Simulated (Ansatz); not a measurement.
# C: the cost of one run

Program: Ansatz 0.2.0. Level of theory: DFT PBEsol, scalar-relativistic, plane waves, PAW. These are calculated values, not measurements.

A COD entry behind a cell of this session may itself be a prediction, so a difference from it is no test against experiment.

17 further runs of the same task are left out: 1 that didn't finish, 16 set aside as unsound or not needed. Runs told in other sessions of the task aren't counted.

## (1) Starting point

It takes space group R-3m (No. 166, trigonal). Conventional cell: a = 2.507 Å, b = 2.507 Å, c = 30.949 Å, α = 90.00°, β = 90.00°, γ = 120.00°. C (site symmetry 3m) has 4 C at 1.54 Å in its first shell of neighbours. Around C (site symmetry 3m) lie 4 C at 1.54 to 1.56 Å.

Coordinates:

```cif
data_structure
_symmetry_space_group_name_H-M 'P 1'
_symmetry_Int_Tables_number 1
_cell_length_a 10.4172
_cell_length_b 10.4172
_cell_length_c 10.4172
_cell_angle_alpha 13.821
_cell_angle_beta 13.821
_cell_angle_gamma 13.821
_cell_volume 56.14
loop_
_atom_site_label
_atom_site_type_symbol
_atom_site_fract_x
_atom_site_fract_y
_atom_site_fract_z
_atom_site_occupancy
C1 C 0.02482 0.02482 0.02482 1
C2 C 0.97518 0.97518 0.97518 1
C3 C 0.10869 0.10869 0.10869 1
C4 C 0.89131 0.89131 0.89131 1
C5 C 0.15837 0.15837 0.15837 1
C6 C 0.84163 0.84163 0.84163 1
C7 C 0.37486 0.37486 0.37486 1
C8 C 0.62514 0.62514 0.62514 1
C9 C 0.42532 0.42532 0.42532 1
C10 C 0.57468 0.57468 0.57468 1
```

It is the result of an earlier relaxation at this level (volume 5.61 Å³/atom; gap on the mesh: 4.39 eV).

## (2) What is varied

The energy is mapped over the lattice constants a and c of the conventional cell.

The axes are (1) lattice constant a (and b): 7 values from 2.432 to 2.582 Å; (2) lattice constant c: 7 values from 28.47 to 33.42 Å.

Nothing else is relaxed (fractional coordinates fixed). Energies count from the relaxed crystal. Points are written as (first, second).

## (3) The run at (2.432 Å, 31.77 Å)

Contents of input.yaml:

```yaml
crystal:
  lattice:
    - [1.2158, 0.7019424573, 10.5913333333]
    - [-1.2158, 0.7019424573, 10.5913333333]
    - [0.0, -1.4038849146, 10.5913333333]
  atoms:
    - { symbol: C, position: [0.0248220069, 0.0248220069, 0.0248220069] }
    - { symbol: C, position: [0.9751779931, 0.9751779931, 0.9751779931] }
    - { symbol: C, position: [0.1086877374, 0.1086877374, 0.1086877374] }
    - { symbol: C, position: [0.8913122626, 0.8913122626, 0.8913122626] }
    - { symbol: C, position: [0.1583652898, 0.1583652898, 0.1583652898] }
    - { symbol: C, position: [0.8416347102, 0.8416347102, 0.8416347102] }
    - { symbol: C, position: [0.3748635523, 0.3748635523, 0.3748635523] }
    - { symbol: C, position: [0.6251364477, 0.6251364477, 0.6251364477] }
    - { symbol: C, position: [0.4253181912, 0.4253181912, 0.4253181912] }
    - { symbol: C, position: [0.5746818088, 0.5746818088, 0.5746818088] }
basis:
  ecutwfc: 520.0
kpoints:
  mp_grid: { grid: [12, 12, 12] }
hamiltonian:
  xc: pbesol
  pseudopotentials: { kind: paw, azcp: { folder: soft_1 } }
scf:
  occupations: { method: gaussian, width: 0.05 }
output:
  forces: true
  stress: true
  eigenvalues: true
```

Command:

```sh
ansatz run input.yaml --threads 2 --pin off --max-ram 4096MiB --backend cpu --events-out ev --progress --plain --runs-dir out
```

What time and memory should one allow on 2 threads of Arm Neoverse V1, shared host?

About 14 s, with a peak of 0.54 GiB.
